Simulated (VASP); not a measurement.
A run of VASP 6.6.1 is set up as follows.

Contents of INCAR:

```
PREC = Accurate
ENCUT = 520
EDIFF = 1E-6
ISMEAR = -1
SIGMA = 0.05
LREAL = Auto
LASPH = T
NELM = 80
ALGO = Fast
ISIF = 2
LWAVE = F
LCHARG = F
GGA = PS
NBANDS = 48
```

File KPOINTS:

```
Automatic mesh
0
Gamma
  2 2 2
```

File POSCAR:

```
Si
1.0
    0.0000000000      5.4300000000      5.4300000000
    5.4300000000      0.0000000000      5.4300000000
    5.4300000000      5.4300000000      0.0000000000
Si
17
Direct
    0.0169358712      0.0164651360     -0.0380753803
    0.1311478448      0.1311023228      0.1073135629
   -0.0253635479     -0.0253620483      0.4744204625
    0.1018480161      0.1014563593      0.6019916033
    0.0046192263      0.5025362318      0.0028601280
    0.1350859766      0.6230826693      0.1242843129
    0.0167284615      0.4613813341      0.5176222209
    0.1312242311      0.6075411533      0.6312574885
    0.5027117898      0.0044384617      0.0028594978
    0.6235717593      0.1346640153      0.1241939755
    0.4617733973      0.0162310634      0.5176029696
    0.6075324136      0.1311298929      0.6312111087
    0.5091024809      0.5087054332      0.0097203029
    0.6333087119      0.6331247501      0.1335330933
    0.5027147246      0.5025362913      0.5048412679
    0.6236627659      0.6230798396      0.6357916284
    0.8363840669      0.8360703441      0.3367370774
```

Potentials or basis: VASP PAW PBE potentials, release 64 (Si).

Launch:

```console
$ cat potpaw_PBE.64/Si/POTCAR > POTCAR
$ mpirun -np 1 vasp_std > vasp.out
```

Task: Predict the largest force.

Result: 0.041 eV/Å.

Task: Predict the band gap on the k mesh.

Result: None (metal or under the smearing width).

Task: What does it give for the pressure?

Result: 2.5 GPa.

Stress tensor (GPa, compression positive):
```
 2.54 -0.45 -0.44
-0.45  2.53 -0.44
-0.44 -0.44  2.53
```

Caveat: the k mesh is coarse (spacing up to 0.50 Å⁻¹), so the values aren't converged; the PAW data sets were made with another functional, which shifts forces and pressure a little.
